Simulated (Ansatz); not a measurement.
`C=CCCCCCCCCCC` + H₂ → `C=CCC` + `CCCCCCCC`  (hydrogenolysis of a C–C bond)

Calculated with Ansatz (gas phase, PBE0-D4/def2-TZVP geometries, no zero-point term in ΔE). CCSD(T)/CBS is the MP2 limit (def2-TZVPP, def2-QZVPP) plus CCSD(T) − MP2 in def2-TZVPP, frozen cores. This one scheme is used for every species. Functionals use def2-TZVPP. One conformer a species, not always the lowest.

| level | ΔE (kJ/mol) |
| --- | --- |
| revPBE-D4 | -57.2 |
| BLYP-D4 | -65.0 |
| ωB97X-V | -64.9 |
| B2PLYP | -82.5 |
| PBE-QIDH | -72.7 |
| LC-ωPBE | -84.1 |
| CCSD(T)/def2-TZVPP | -63.2 |
| HF/def2-QZVPP | -111.0 |

Q: What does CCSD(T)/CBS give? (An estimate is asked.)

A: The calculation gave: -63.0 kJ/mol. The listed levels differ from it by 5.8, -2.0, -1.9, -19.5, -9.7, -21.1, -0.2, -48.0 kJ/mol.

Largest T1 diagnostic among the species: 0.010.

From BLYP to BHLYP (50 % exact exchange), in def2-TZVPP and without D4, ΔE moves by +4.4 kJ/mol. Leaving LDA and LC-ωPBE aside and taking each functional with its dispersion term where it has one, the values spread over 25.3 kJ/mol, from B2PLYP to revPBE-D4. LDA lies +27.1 kJ/mol from PBE without D4. In def2-TZVPP, CCSD(T) changes the Hartree–Fock value by +47.5 kJ/mol (the triples alone add +8.1 kJ/mol) and MP2 by +53.9 kJ/mol.

CCSD(T)/CBS has its own doubt, a few kJ/mol and more with outer-core shells, so smaller differences from it don't rank the levels.
